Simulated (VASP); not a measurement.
Se, 1 atom in the cell. The structure is cubic, space group Im-3m (No. 229). The conventional cell has a = 2.761 Å, b = 2.761 Å, c = 2.761 Å, α = 90.00°, β = 90.00°, γ = 90.00°. Se (site symmetry m-3m) has 8 Se at 2.39 Å as nearest neighbours. This isn't the form of Se at room conditions, which is trigonal, of chains.

```yaml
Program: VASP 6.6.1
Task: relaxation of cell and atoms
Functional: PBEsol
Dispersion: D3(BJ)
Potentials_or_basis: VASP PAW PBE potentials, release 64 (Se)
Cutoff: 520 eV
k_mesh: 21 × 21 × 21
Occupations: gaussian, width 0.1 eV
Spin: no spin polarisation
Target_pressure: 187.5 GPa
Further_INCAR_settings: ALGO = Normal; EDIFF = 1e-07; IBRION = 2; EDIFFG = -0.002; NSW = 80; ISIF = 3
Target_pressure: 187.5 GPa
```

Potentials or basis: VASP PAW PBE potentials, release 64 (Se).

Launch:

```sh
$ cat potpaw_PBE.64/Se/POTCAR > POTCAR
$ mpirun -np 1 vasp_std > vasp.out
```

Hardware: 1 thread of Intel(R) Xeon(R) Platinum 8488C (Sapphire Rapids), with other jobs on the host.

Problem. Estimate the wall time of this run.

Solution. Wall time 27 s on 1 thread of Intel(R) Xeon(R) Platinum 8488C (Sapphire Rapids) (shared host), peak memory 0.19 GiB. Counts: scf iterations 11, k points 891, ion steps 1.
